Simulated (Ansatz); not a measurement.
Runs of Ansatz 0.2.0 on ZrS2. The structure is trigonal, space group P-3m1 (No. 164). Conventional cell: a = 3.691 Å, b = 3.691 Å, c = 6.041 Å, α = 90.00°, β = 90.00°, γ = 120.00°. Zr (site symmetry -3m) has 6 S at 2.57 Å as nearest neighbours. S (site symmetry 3m) is surrounded by 3 Zr at 2.57 Å. The cell is a database's computed one.

```csv
task,level,potentials or basis,spin,cell,k mesh,cutoff (eV),smearing,atoms under strain,points for each segment of the path,gap on the mesh (eV),pressure (GPa),V0 of scaled cells (Å³/atom),relaxed volume (Å³/atom),B0 (GPa),largest force (eV/Å)
elastic constants,PBEsol,Ansatz PAW,off,as given,7 × 7 × 4,420,fixed,relaxed,-,1.05,(c),-,-,-,-
single point,PBE,Ansatz PAW,off,as given,8 × 8 × 5,250,fermi-dirac 0.05 eV,-,-,1.05,(b),-,-,-,0.11
band structure,PBE,JTH PAW,off,as given,8 × 8 × 5,990,fermi-dirac 0.05 eV,-,14,1.05,0.4,-,-,-,0.03
relaxation of cell and atoms,revPBE+D4,Ansatz PAW,off,relaxed,8 × 8 × 5,420,fermi-dirac 0.05 eV,-,-,(a),0.0,-,21.78,-,-
equation of state,LDA,Ansatz PAW,off,as given,8 × 8 × 5,420,fermi-dirac 0.05 eV,-,-,-,-,22.59,-,99,-
relaxation of cell and atoms,BPBE,Ansatz PAW,off,relaxed,8 × 8 × 5,420,fermi-dirac 0.05 eV,-,-,1.21,0.0,-,35.79,-,-
band structure,r2SCAN,Ansatz PAW,"SOC, no magnetisation",as given,8 × 8 × 5,500,fermi-dirac 0.05 eV,-,14,1.36,0.0,-,-,-,0.02
equation of state,PBE,Ansatz PAW,"SOC, no magnetisation",as given,8 × 8 × 5,420,fermi-dirac 0.05 eV,-,-,-,-,23.89,-,88,-
```

**Question.** Fill in the values left out.

**Answer.** (a) 0.72; (b) 1.0; (c) -1.8.

Caveats: odd divisions of the mesh miss points on the zone boundary, where band edges often lie, so the gap on the mesh can be too wide (some runs); this functional lacks dispersion, which binds the layers, so the pressure and a relaxed spacing across them are unreliable (some runs); the PAW data sets come from PBE, with cores solved anew for the run's functional, which leaves a small shift of forces and pressure (some runs); the plane-wave basis is chosen anew once the cell has moved, so the energies of steps on either side of that aren't comparable (some runs); the cell was scaled at fixed shape and fractional positions, which overstates the stiffness of a crystal with free parameters, most of all of layers and chains (some runs); the pressure holds a Pulay correction of +4.8 GPa for the finite cutoff (some runs); the cutoff lies under the one recommended for these potentials (some runs).

A k mesh can miss the band edges, and rows without SOC leave out spin-orbit coupling on Zr.
